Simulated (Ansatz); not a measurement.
# Cu in Ansatz: the effect of functional

The system is Cu.

```
Cu
1.0
     1.19359   -3.89520    0.00000
     1.19359    3.89520    0.00000
     0.00000    0.00000    2.42496
Cu
2
Direct
  0.86613 0.13387 0.75000
  0.13387 0.86613 0.25000
```

This isn't the form of Cu at room conditions, which is fcc.

The cell isn't the ideal one: volume scaled by 0.94.

Alike in all runs:

* Program: Ansatz 0.2.0
* Task: single point
* Potentials or basis: Ansatz PAW
* k mesh: 11 × 11 × 11
* Occupations: fermi-dirac, width 0.05 eV
* Spin: no spin polarisation

```tsv
functional	cutoff	pressure (GPa)	largest force (eV/Å)
LDA	420 eV (not typed: the program's choice for these potentials)	?	?
PBEsol	420 eV (not typed: the program's choice for these potentials)	9.0	0.08
r2SCAN	500 eV (not typed: the program's choice for these potentials)	10.9	0.10
```

Task: What does the run with functional LDA give?

Result: Pressure 2.2 GPa; largest force 0.04 eV/Å.

Caveats: the PAW data sets come from PBE, with cores solved anew for the run's functional, which leaves a small shift of forces and pressure.

Runs at the PBE level aren't shown here.
